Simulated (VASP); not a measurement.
Crystal: SnO2 (Cassiterite).

```
Sn O
1.0
     4.73800    0.00000    0.00000
     0.00000    4.73800    0.00000
     0.00000    0.00000    3.18650
Sn O
2 4
Direct
  0.00000 0.00000 0.00000
  0.50000 0.50000 0.50000
  0.30710 0.30710 0.00000
  0.19290 0.80710 0.50000
  0.69290 0.69290 0.00000
  0.80710 0.19290 0.50000
```

* Program: VASP 6.6.1
* Task: relaxation of cell and atoms
* Functional: PBEsol
* Potentials or basis: VASP PAW PBE potentials, release 64 (Sn_d, O)
* Cutoff: 600 eV
* k mesh: 6 × 6 × 8
* Occupations: gaussian, width 0.03 eV
* Spin: no spin polarisation

At the start: pressure 5.2 GPa; volume 11.92 Å³/atom.

**Question.** How do energy, volume and symmetry change on relaxing?

**Answer.** Over 5 steps the energy falls by 5.0 meV/atom and the volume is 12.20 Å³/atom (+2.3 %); space group P4_2/mnm (No. 136, to 0.05 Å).

The path:
```tsv
step	energy change (eV)	largest force (eV/Å)	pressure (GPa)	volume (Å³)
1	0.0000	0.2277	5.24	71.53
2	0.0238	0.2179	-6.26	75.64
3	-0.0302	0.0171	-0.05	73.24
4	-0.0302	0.0212	0.10	73.21
5	-0.0302	0.0080	0.05	73.21
```

Final structure:
```cif
data_structure
_symmetry_space_group_name_H-M 'P 1'
_symmetry_Int_Tables_number 1
_cell_length_a 4.7706
_cell_length_b 4.7706
_cell_length_c 3.2166
_cell_angle_alpha 90.000
_cell_angle_beta 90.000
_cell_angle_gamma 90.000
_cell_volume 73.21
loop_
_atom_site_label
_atom_site_type_symbol
_atom_site_fract_x
_atom_site_fract_y
_atom_site_fract_z
_atom_site_occupancy
Sn1 Sn 0.00000 0.00000 0.00000 1
Sn2 Sn 0.50000 0.50000 0.50000 1
O1 O 0.30630 0.30630 0.00000 1
O2 O 0.19370 0.80630 0.50000 1
O3 O 0.69370 0.69370 0.00000 1
O4 O 0.80630 0.19370 0.50000 1
```

Caveat: the PAW data sets were made with another functional, which shifts forces and pressure a little.
